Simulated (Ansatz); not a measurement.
Li2O in Ansatz: the effect of functional

Li2O:

```
O Li
1.0
     0.00000    2.32685    2.32685
     2.32685    0.00000    2.32685
     2.32685    2.32685    0.00000
O Li
1 2
Direct
  0.00000 0.00000 0.00000
  0.25000 0.25000 0.25000
  0.75000 0.75000 0.75000
```

The cell comes from a database or a generator and needn't be the stable form of this composition.

Alike in all runs:

| Item | Value |
| --- | --- |
| Program | Ansatz 0.2.0 |
| Task | band structure |
| Potentials or basis | Ansatz PAW |
| k mesh | 10 × 10 × 10 |
| Occupations | fermi-dirac, width 0.05 eV |
| Spin | no spin polarisation |

```csv
functional,cutoff,gap on the mesh (eV),pressure (GPa)
PBEsol,420 eV (not typed: the program's choice for these potentials),4.79,-3.6
LDA,420 eV (not typed: the program's choice for these potentials),4.77,-8.0
r2SCAN,500 eV (not typed: the program's choice for these potentials),?,?
```

Q: What does the run with functional r2SCAN give?

A: gap on the mesh 5.65 eV; pressure -4.1 GPa.

Caveats: the PAW data sets come from PBE, with cores solved anew for the run's functional, which leaves a small shift of forces and pressure.

Runs at the PBE level aren't shown here.
